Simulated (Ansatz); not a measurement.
# ZrB2: densities and their differences

Aim: see in ZrB2 how the density differs from that of free atoms, which states sit where, how the functional moves the density, how the density follows a moved atom and where a hole goes. The geometry is as listed and is not relaxed.

Program: Ansatz 0.2.0. Level of theory: DFT PBE, scalar-relativistic, plane waves, PAW. These are calculated values, not measurements.

**1. The starting structure**

Symmetry: P6/mmm, No. 191, hexagonal system. The conventional cell has a = 3.170 Å, b = 3.170 Å, c = 3.533 Å, α = 90.00°, β = 90.00°, γ = 120.00°. Around Zr (site symmetry 6/mmm) lie 12 B at 2.54 Å. B (site symmetry -6m2) has 3 B at 1.83 Å and 6 Zr at 2.54 Å as nearest neighbours.

As a file:

```xyz
3
Lattice="3.1700 0.0000 0.0000 -1.5850 2.7453 0.0000 0.0000 0.0000 3.5330" Properties=species:S:1:pos:R:3 pbc="T T T"
Zr    0.0000    0.0000    0.0000
B     0.0000    1.8302    1.7665
B     1.5850    0.9151    1.7665
```

The structure comes from the Crystallography Open Database.

**2. Ground state at the listed geometry**

input.yaml reads:

```yaml
crystal:
  lattice:
    - [3.17, 0.0, 0.0]
    - [-1.585, 2.74530053, 0.0]
    - [0.0, 0.0, 3.533]
  atoms:
    - { symbol: Zr, position: [0.0, 0.0, 0.0] }
    - { symbol: B, position: [0.3333333333, 0.6666666667, 0.5] }
    - { symbol: B, position: [0.6666666667, 0.3333333333, 0.5] }
basis:
  ecutwfc: 420
  fft_grid_basis: typed
kpoints:
  mp_grid: { grid: [12, 12, 10] }
hamiltonian:
  xc: pbe
  pseudopotentials: { kind: paw }
scf:
  occupations: { method: gaussian, width: 0.05 }
output:
  forces: true
  stress: true
  eigenvalues: true
  bader: true
  write_density: true
  volumetric_format: npy
  elf: true
```

The run is started by

```
$ ansatz run input.yaml --threads 1 --pin off --max-ram 2560MiB --backend cpu --events-out ev --progress --plain --runs-dir out
```

The program printed, cut to the lines that bear on the results:

```text
Warning: RAYON_NUM_THREADS=1 ignored (pool sized by the plan → 1); use --threads N
[...]
Pseudopotentials: kind: paw
Pseudopotential: Zr, paw, valence charge 12, recommended cutoff 420 eV (normal), Zr.paw.azcp
Pseudopotential: B, paw, valence charge 3, recommended cutoff 420 eV (normal), B.paw.azcp
Functional definition: PBE
[...]
Crystal: 3 atoms, lattice volume = 30.746 Å³
Basis set: ecut = 420 eV, 575 PW (Γ), exchange–correlation on 48×48×48 points (8 copies of the dense FFT grid, shifted against one another)
Bands: 13, of which v1, the nominal top of the filled ones, is band 9 counted from 1 (8 counted from 0)
Symmetry: 24 space group operations
Space group: P6/mmm (ITA 191), of the structure as read, at distance tolerance 3.1e-5 Å
k-points: 114 of 1440
[...]
SCF iter   1: F=—  HF=-4498.722305 eV  |F-HF|=—  |Δ(HF+E_count)|=         —  Δρ=1.50e-3  dr2=5.00e-4  ethr=1.77e-3  ⟨swp⟩=5.0  Hψ=7283  notcnv=0
[...]
SCF iter   7: F=-4498.722284 eV  HF=-4498.722284 eV  |F-HF|=7.39e-9  |Δ(HF+E_count)|=   4.44e-8  Δρ=6.99e-6  dr2=9.64e-9  ethr=5.56e-10  ⟨swp⟩=3.9  Hψ=4243  notcnv=0
[...]
SCF converged after 7 iterations
Free energy (F): -4498.722284 eV
[...]
E sigma→0 (E₀):  -4498.721983 eV
Entropy (-TS):   -0.000602 eV (-0.201 meV/atom)
Fermi energy:    15.901220 eV
[...]
--- Forces (eV/Å), atoms counted from 1 ---
  atom   1  Zr    -0.00000000    -0.00000000     0.00000000
  atom   2  B     -0.00000000     0.00000000     0.00000000
  atom   3  B      0.00000000     0.00000000     0.00000000
[...]
--- Stress (GPa, compression-positive) ---
        0.495575      -0.000000       0.000000
        0.000000       0.495575       0.000000
        0.000000       0.000000       1.280845
  P = ⅓ Tr σ = 0.7573 GPa (7.573 kbar)
--- Band table (eV; the first three rows and the last of 114) ---
  k-point 0: bands = ["-32.8319", "-11.0204", "-10.4678", "-10.4678", "3.0634", "13.1644", "13.1644", "13.2110", "13.4481", "19.1907", "19.1907", "19.9676", "19.9676"]
[...]
--- Bader charges: 3 sites ---
  site symbol  charge [e]  shift [e]
     0     Zr      1.5579     0.0006
     1      B     -0.7790     0.0003
     2      B     -0.7789     0.0003
  estimated error of the sums over rays = 5.3e-4 e
```

Run time: 28 s. Hardware: 1 thread of Arm Neoverse N1, shared host; peak memory 0.33 GiB.

**3. The fields of the base run**

Density in a lattice plane of the grid's cell (edges 3.17 and 3.17 Å, at 0.500 of the third edge), which holds B.

Ten even steps from '0' (0.15 e/Å³) to '9' (0.78 e/Å³):
```
000012346789987543210000
001123467899986542210000
011234678999986532210000
122346788888876532211111
234567775567876543222122
445788642357886544333333
567898532468987654444445
789997544689987766666666
899998777999988887777888
999998889999999998889999
888877778888999977789999
766666666778998644579998
554444445678986423589876
433333344568875324688754
222122234567876557776543
111111223567888888764322
000001223568999987643211
000001224568999876432110
000001234578998764321000
000011235678987653211000
```
Columns run along the first of these edges and rows up along the second, over one cell in 24 and 20 even steps from the bottom left corner. Atoms in the plane (fractional): B at (0.33, 0.67), B at (0.67, 0.33).

ELF in the same plane.

Ten even steps from '0' (0.00) to '9' (0.86):
```
122345678999999876543221
223456778888888765443222
334566666656666665443323
455666543223456665544334
566664310001356776554455
777753100001467777665566
888752000013678887766678
998742000136899987666788
999742111468999876556789
999753335799999753335799
998765567899986411124799
988766678999863100024789
887666778887631000025788
766556677776410000135777
555445567765310001346666
443344556665432234566655
332334456666665666666543
222234456788888887765432
112234567899999987654322
112234578999999987543221
```
Columns run along the first of these edges and rows up along the second, over one cell in 24 and 20 even steps from the bottom left corner. Atoms in the plane (fractional): B at (0.33, 0.67), B at (0.67, 0.33).

Both are smooth fields of the valence electrons: close to the nuclei they are not physical.

Maxima of ELF outside the ion cores: 0.86 on the B–B line, 0.9 Å from B; 0.70 beside B, off the lines to its neighbours, 0.9 Å from B.

The reference for the deformation density is the superposition of neutral spherical atoms (taken from a run stopped after its first cycle, not shown).

Deformation density: the crystal less neutral atoms. These are valence pseudo-densities (PAW): inside the atomic spheres they are not the true ones.

Deformation density in a lattice plane of the grid's cell (edges 3.17 and 3.17 Å, at 0.500 of the third edge), which holds B.

Ten even steps from ' ' (-152.82 × 10⁻³ e/Å³) to '@' (138.55 × 10⁻³ e/Å³):
```
----========++**##%%@@@@@@%%##****++========----
--========++++**##%%@@@@%%##**++++==========----
============++**####%%%%##**++++================
==========++++++**********++++==================
++++++++++++++==----==++++++++++++++++==========
**********++==::  ..--++**********++++++====++++
##########++--..  ::==**########****++====++++**
%%%%%%%%%%++--::::==##%%%%%%%%####**++++++++**##
@@@@@@%%##**====++##%%@@@@@@@@%%##**++++++**%%%%
@@@@@@%%##**++**##%%@@@@@@@@@@%%##**++**##%%@@@@
@@%%%%**++++++**##%%@@@@@@@@%%##++====**##%%@@@@
%%##**++++++++**####%%%%%%%%##==::::--++%%%%%%%%
##**++++====++****########**==::  ..--++########
**++++====++++++**********++--..  ::==++********
++==========++++++++++++++++==----==++++++++++++
====================++++**********++++++========
==================++++**##%%%%####**++==========
------==========++++**##%%@@@@%%##**++++========
------========++****##%%@@@@@@%%##**++========--
------======++++**##%%@@@@@@%%##**++++======----
```
Columns run along the first of these edges and rows up along the second, over one cell in 24 and 20 even steps from the bottom left corner. Atoms in the plane (fractional): B at (0.33, 0.67), B at (0.67, 0.33).

What does the deformation density say about the bonding?

- B–B (1.83 Å): Δρ is +0.14 e/Å³ at the midpoint, where it peaks: a build-up of bond charge, the mark of a shared pair.
- B–Zr (2.54 Å): Δρ is −0.02 e/Å³ at the midpoint: little charge gathers at the midpoint.
- Zr–Zr (3.17 Å): Δρ is −0.01 e/Å³ at the midpoint.
- Outside the cores the largest gain is 0.14 e/Å³, 0.9 Å from a B nucleus, and the largest loss 0.08 e/Å³, at the edge of the Zr core regions.
- In all about 0.14 e an atom is rearranged against the free atoms.
- Bader charges: Zr +1.56 and B −0.78 e.

**4. Densities by energy window**

The windows are set from the levels of the base run, in eV from its Fermi level.

Changes to input.yaml since step 2:

```diff
@@ -19,9 +19,26 @@
   occupations: { method: gaussian, width: 0.05 }
+  n_extra_bands: 6
 output:
   forces: true
-  stress: true
+  stress: false
   eigenvalues: true
-  bader: true
-  write_density: true
+  bader: false
+  write_density: false
   volumetric_format: npy
-  elf: true
+  band_densities:
+    - { e_range: [-0.25, 0.25] }
+    - { e_range: [-1.2, 0.0] }
+    - { e_range: [-12.86, -8.56] }
+    - { e_range: [-8.56, -4.28] }
+    - { e_range: [-27.34, -26.31] }
+  dos:
+    e_range: [-30, 8]
+    de: 0.02
+    method: { smearing: { sigma: 0.03, scheme: gaussian } }
+    projected: { site_lists: { B: [B], Zr: [Zr] } }
+checkpoint:
+  read: start.run
+  write: ck
+  compress: false
+  write_wavefunctions: false
+  write_every: 100000
```

The run is started by

```
$ ansatz run input.yaml --threads 1 --pin off --max-ram 2560MiB --backend cpu --events-out ev --progress --plain --runs-dir out
```

The program printed, cut to the lines that bear on the results:

```text
Warning: RAYON_NUM_THREADS=1 ignored (pool sized by the plan → 1); use --threads N
scf.n_extra_bands = 6 over 9 filled bands (N_el = 18.0): the run solves 15 bands
[...]
[... 4 set-up lines as earlier in the session ...]
[...]
Crystal: 3 atoms, lattice volume = 30.746 Å³
Basis set: ecut = 420 eV, 575 PW (Γ), exchange–correlation on 48×48×48 points (8 copies of the dense FFT grid, shifted against one another)
Bands: 15, of which v1, the nominal top of the filled ones, is band 9 counted from 1 (8 counted from 0)
[... 2 set-up lines as earlier in the session ...]
k-points: 114 of 1440
[...]
Fermi energy:    15.901245 eV
[...]
--- Forces (eV/Å), atoms counted from 1 ---
  atom   1  Zr     0.00000000     0.00000000     0.00000000
  atom   2  B      0.00000000     0.00000000     0.00000000
  atom   3  B      0.00000000     0.00000000     0.00000000
[...]
--- Band table (eV; the first three rows and the last of 114) ---
  k-point 0: bands = ["-32.8318", "-11.0203", "-10.4677", "-10.4677", "3.0634", "13.1644", "13.1644", "13.2110", "13.4481", "19.1907", "19.1907", "19.9676", "19.9676", "20.6500", "20.9428"]
[...]
--- Band densities, each state counted as filled ---
  window                                       electrons  max residual (eV)  cut levels
  e_range: [-0.25, 0.25]                        0.144444             1.9e-4           0
  e_range: [-1.2, 0]                            0.380556             2.3e-6           0
  e_range: [-12.86, -8.56]                      2.001389             2.1e-6           0
  e_range: [-8.56, -4.28]                       3.159722             2.3e-6           0
  e_range: [-27.34, -26.31]                     6.000000             2.2e-6           0
```

Run time: 5.1 s. Hardware: 1 thread of Arm Neoverse N1, shared host; peak memory 0.33 GiB.

```
window (eV from the Fermi level)                                        what it holds  electrons a cell                      main Löwdin character
               −27.3 to −26.3 eV  a separate group of bands (semicore or deep states)              6.00                               Zr 4p (95 %)
                −12.9 to −8.6 eV         the lower third of the occupied valence band              2.00  B 2s (45 %), B 2p (25 %) and Zr 4d (15 %)
                 −8.6 to −4.3 eV        the middle third of the occupied valence band              3.16  B 2p (60 %), Zr 4d (20 %) and B 2s (15 %)
                  −1.2 to 0.0 eV         the filled states just under the Fermi level              0.38               Zr 4d (75 %) and B 2p (25 %)
               −0.25 to +0.25 eV                        the states at the Fermi level              0.14               Zr 4d (75 %) and B 2p (20 %)
```

Density of the states at the Fermi level, scaled to one electron a cell, in a lattice plane of the grid's cell (edges 3.17 and 3.17 Å, at 0.500 of the third edge), which holds B.

Ten even steps from '0' (8.49 × 10⁻³ per Å³) to '9' (24.57 × 10⁻³ per Å³):
```
655544444444444444445556
555445556666665554455555
554556678777877655445555
444567898778987654444554
445679975468997544444444
445689741258986544445544
445787510258865444555554
445787533677644456677654
345788778875444568888654
345789998754345789998754
345688886544457887788754
445677665444677633578754
445555544456885201578754
444554444568985214798654
444444444579986457997654
445544445678987789876544
555554455677877787665545
555555445556666665554455
665554444444444444444555
665554444433333444445556
```
Columns run along the first of these edges and rows up along the second, over one cell in 24 and 20 even steps from the bottom left corner. Atoms in the plane (fractional): B at (0.33, 0.67), B at (0.67, 0.33).

Löwdin projections on the PAW files' atomic orbitals give Zr 4d (75 %) and B 2p (20 %). In space (atomic cells sized by Bader volumes) the density divides as Zr about 65 % and B about 35 %. 

(Part 1 of 2 ends here.)
